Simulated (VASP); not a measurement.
Input of a VASP 6.6.1 run:

The input INCAR:

```
SYSTEM = ZnO
PREC     = Accurate       ! precision mode
ENCUT    = 520            ! plane-wave cutoff, eV
EDIFF    = 1E-6           ! SCF threshold, eV
ISMEAR   = 0              ! smearing method
SIGMA    = 0.02           ! smearing width, eV
LREAL    = .FALSE.        ! projectors in reciprocal space
LASPH    = .TRUE.         ! aspherical terms in the spheres
NELM     = 100            ! most SCF steps
ALGO     = Normal         ! electronic algorithm
ISIF     = 2              ! what is computed and relaxed
LWAVE    = .FALSE.        ! write WAVECAR
LCHARG   = .FALSE.        ! write CHGCAR
GGA      = PS             ! functional
NBANDS   = 26             ! bands
```

KPOINTS

```
Automatic mesh
0
G
  9 9 6
  0 0 0
```

File POSCAR:

```
ZnO
1.0
    3.2300572067      0.0000000000      0.0000000000
   -1.6150286033      2.7973115966      0.0000000000
    0.0000000000      0.0000000000      5.2141142653
Zn O
2 2
Direct
    0.3333333333      0.6666666667      0.5000326392
    0.6666666667      0.3333333333      0.0000326392
    0.6666666667      0.3333333333      0.3789773608
    0.3333333333      0.6666666667      0.8789773608
```

Potentials or basis: VASP PAW PBE potentials, release 64 (Zn, O).

The run is started by

```bash
$ cat potpaw_PBE.64/Zn/POTCAR potpaw_PBE.64/O/POTCAR > POTCAR
$ mpirun -np 1 vasp_std > vasp.out
```

Q: Estimate the band gap on the k mesh.

A: 0.69 eV, direct.

Q: Predict the pressure.

A: 0.8 GPa.

Caveat: the PAW data sets were made with another functional, which shifts forces and pressure a little.

**What was measured.**

“Electronic structure of alkaline earth and post-transition metal oxides”, 2009, arxiv:0908.1581 quotes, for a bulk crystal of ZnO: band gap 3.37 eV.

Against the measured gap of ZnO, 3.37 eV (quoted in “Electronic structure of alkaline earth and post-transition metal oxides”, 2009, arxiv:0908.1581), the calculated 0.69 eV is off by -2.68 eV. So large a miss can be the level of theory's own, or it may mean another phase, state or a wrong row. The value is that of PBEsol, without temperature or zero-point motion. Semilocal functionals fall short of measured gaps as a rule.
